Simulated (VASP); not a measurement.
# Te (P3_121) in VASP: further runs, part 3 of 3

VASP 6.6.1. The steps go on from the part before.

## 6. Dielectric tensor, PBEsol

INCAR

```
ALGO = Normal ; EDIFF = 1E-4
ENCUT = 350 ; GGA = PS
ISIF = 2 ; ISMEAR = 0
LASPH = True ; LCHARG = False
LEPSILON = True ; LREAL = False
LWAVE = False ; NELM = 100
PREC = Accurate ; SIGMA = 0.01
```

KPOINTS

```
k-points
0
Gamma
  8 8 6
```

POSCAR

```
Te
1.0
    4.4540000000      0.0000000000      0.0000000000
   -2.2270000000      3.8572771485      0.0000000000
    0.0000000000      0.0000000000      5.9240000000
Te
3
Direct
    0.7310000000      0.7310000000      0.0000000000
    0.0000000000      0.2690000000      0.6666666667
    0.2690000000      0.0000000000      0.3333333333
```

Potentials or basis: VASP PAW PBE potentials, release 64 (Te).

Command:

```
$ cat potpaw_PBE.64/Te/POTCAR > POTCAR
$ mpirun -np 1 vasp_std > vasp.out
```

OUTCAR:

```text
EDIFF = 1E-4
   ENCUT = 350
   GGA = PS
   ISIF = 2
   ISMEAR = 0
   LASPH = True
   LEPSILON = True
   LREAL = False
   NELM = 100
   PREC = Accurate

 Found     50 irreducible k-points:

 Following reciprocal coordinates:
            Coordinates               Weight
  0.000000  0.000000  0.000000      1.000000
  0.125000  0.000000  0.000000      6.000000
  0.250000  0.000000  0.000000      6.000000
  0.375000 -0.000000  0.000000      6.000000
  0.500000  0.000000  0.000000      3.000000
  0.125000  0.125000  0.000000      6.000000
   k-points           NKPTS =     50   k-points in BZ     NKDIM =     50   number of bands    NBANDS=     13
   number of dos      NEDOS =    301   number of ions     NIONS =      3
   total plane-waves  NPLWV =  28224
   dimension x,y,z NGX =    28 NGY =   28 NGZ =   36
   dimension x,y,z NGXF=    56 NGYF=   56 NGZF=   72
   ions per type =               3
   NGX,Y,Z   is equivalent  to a cutoff of  10.45, 10.45, 10.10 a.u.
   NGXF,Y,Z  is equivalent  to a cutoff of  20.90, 20.90, 20.21 a.u.
 SYSTEM =  unknown system
   PREC   = accura    normal or accurate (medium, high low for compatibility)
   ISTART =      0    job   : 0-new  1-cont  2-samecut
   ICHARG =      2    charge: 1-file 2-atom 10-const
   ISPIN  =      1    spin polarized calculation?
   LNONCOLLINEAR =      F non collinear calculations
   LSORBIT =      F    spin-orbit coupling
   LASPH  =      T    aspherical Exc in radial PAW
   ENCUT  =  350.0 eV  25.72 Ry    5.07 a.u.   6.79  6.79  9.04*2*pi/ulx,y,z
   NELM   =    100;   NELMIN=  2; NELMDL= -5     # of ELM steps
   EDIFF  = 0.1E-03   stopping-criterion for ELM
   LREAL  =      F    real-space projection
   EDIFFG = 0.1E-02   stopping-criterion for IOM
   NSW    =      0    number of steps for IOM
   IBRION =     -1    ionic relax: 0-MD 1-quasi-New 2-CG
   NFREE  =      0    steps in history (QN), initial steepest desc. (CG)
   ISIF   =      2    stress and relaxation
   ISYM   =      2    0-nonsym 1-usesym 2-fastsym
   POTIM  = 0.5000    time-step for ionic-motion
   TEBEG  =    0.0;   TEEND  =   0.0 temperature during run
   PSTRESS=    0.0 pullay stress
[... 174 lines left out ...]

 Free energy of the ion-electron system (eV)
  ---------------------------------------------------
  ---------------------------------------------------
  free energy    TOTEN  =       -11.27139321 eV

  energy without entropy =      -11.27139321

------------------------ aborting loop because EDIFF is reached ----------------------------------------

--------------------------------------- Ionic step        2  -------------------------------------------

------------------------ aborting loop because EDIFF is reached ----------------------------------------

--------------------------------------- Ionic step        3  -------------------------------------------

 Free energy of the ion-electron system (eV)
  ---------------------------------------------------
  ---------------------------------------------------
  free energy    TOTEN  =       -19.94984999 eV

  energy without entropy =      -19.94984999

------------------------ aborting loop because EDIFF is reached ----------------------------------------

 PIEZOELECTRIC TENSOR FIELD DIRECTION 3  (e Angst)
 -----------------------------------------------------------------------------
     0.01797  0.00001  0.00000           ( -0.00000  0.00000  0.00000)
    -0.00001  0.01797 -0.00000           (  0.00000 -0.00000  0.00000)
     0.00000 -0.00000  0.01017           (  0.00000  0.00000 -0.00002)

 PIEZOELECTRIC TENSOR FIELD DIRECTION 3  (C/m^2)
 -----------------------------------------------------------------------------
     0.00283  0.00000  0.00000
    -0.00000  0.00283 -0.00000
     0.00000 -0.00000  0.00160

 MACROSCOPIC STATIC DIELECTRIC TENSOR (including local field effects in DFT)
 ------------------------------------------------------
          39.442874     0.000000    -0.000000
           0.000000    39.442874     0.000000
           0.000000    -0.000000    69.239565
 ------------------------------------------------------

 PIEZOELECTRIC TENSOR (including local field effects)  for field in x, y, z        (e  Angst)
          XX          YY          ZZ          XY          YZ          ZX
  --------------------------------------------------------------------------------
  x    -3.27767     3.27767     0.00000     0.00000     1.03450     0.00000
  y     0.00000     0.00000     0.00000     3.27767     0.00000    -1.03451
  z    -0.00000     0.00000     0.00000    -0.00001     0.00000     0.00000

 PIEZOELECTRIC TENSOR (including local field effects)  for field in x, y, z        (C/m^2)
          XX          YY          ZZ          XY          YZ          ZX
  --------------------------------------------------------------------------------
  x    -0.51598     0.51598     0.00000     0.00000     0.16285     0.00000
  y     0.00000     0.00000     0.00000     0.51598     0.00000    -0.16285
  z    -0.00000     0.00000     0.00000    -0.00000     0.00000     0.00000

 BORN EFFECTIVE CHARGES (including local field effects) (in |e|, cummulative output)
 ---------------------------------------------------------------------------------
 ion    1
    1    -1.30348     2.25769     2.13463
    2     2.25769     1.30348    -1.23243
    3     2.67388    -1.54376     0.00000
 ion    2
    1    -1.30348    -2.25769    -2.13463
    2    -2.25769     1.30348    -1.23243
    3    -2.67388    -1.54376     0.00000
 ion    3
    1     2.60696     0.00000     0.00000
    2     0.00000    -2.60696     2.46486
    3    -0.00000     3.08753     0.00000
```

OSZICAR:

```text
N       E                     dE             d eps       ncg     rms          rms(c)
DAV:   1     0.604181297296E+02    0.60418E+02   -0.52182E+03  1300   0.801E+02
DAV:   2    -0.649435993993E+01   -0.66912E+02   -0.64584E+02  1706   0.137E+02
[... 15 lines left out ...]
RMM:   5    -0.199132597476E+02   -0.81250E-01   -0.10800E-02  2855   0.734E-01    0.172E-01
RMM:   6    -0.199426606667E+02   -0.29401E-01   -0.47308E-04  2914   0.155E-01    0.779E-02
RMM:   7    -0.199476789863E+02   -0.50183E-02   -0.82530E-05  2893   0.467E-02    0.267E-02
RMM:   8    -0.199496102265E+02   -0.19312E-02   -0.40534E-05  2454   0.181E-02    0.102E-02
RMM:   9    -0.199498554992E+02   -0.24527E-03   -0.28085E-06  1159   0.615E-03    0.129E-03
RMM:  10    -0.199498499937E+02    0.55055E-05    0.00000E+00   315   0.506E-03    0.683E-04
```

Wall time 3.7 min (1 thread of AMD EPYC 9R45 (Zen 5), shared host); peak memory 0.37 GiB.

The run converged, but some of its settings lie outside the range that counts as converged, so its numbers aren't taken as properties of the crystal.

Results:

- Band gap on the k mesh: 0.46 eV, indirect (least direct gap 0.53 eV)
- Electronic dielectric tensor (diagonal): 39.44, 39.44, 69.24
- Born charges (mean of the diagonal): Te +0.00 e

Caveat: the gap is small at this level, which inflates the dielectric constant; the PAW data sets were made with another functional, which shifts forces and pressure a little; spin-orbit coupling is left out, which moves the levels of the heavy elements.

## 7. For comparison

An earlier run on the cell as given: functional PBEsol; potentials or basis VASP PAW PBE potentials, release 64 (Te); cutoff 520 eV; k mesh 7 × 7 × 5; occupations fermi-dirac, width 0.05 eV; no spin polarisation.

* Pressure: -0.9 GPa
* Largest force: 0.126 eV/Å
* Band gap on the k mesh: 0.59 eV, indirect (least direct gap 0.76 eV)
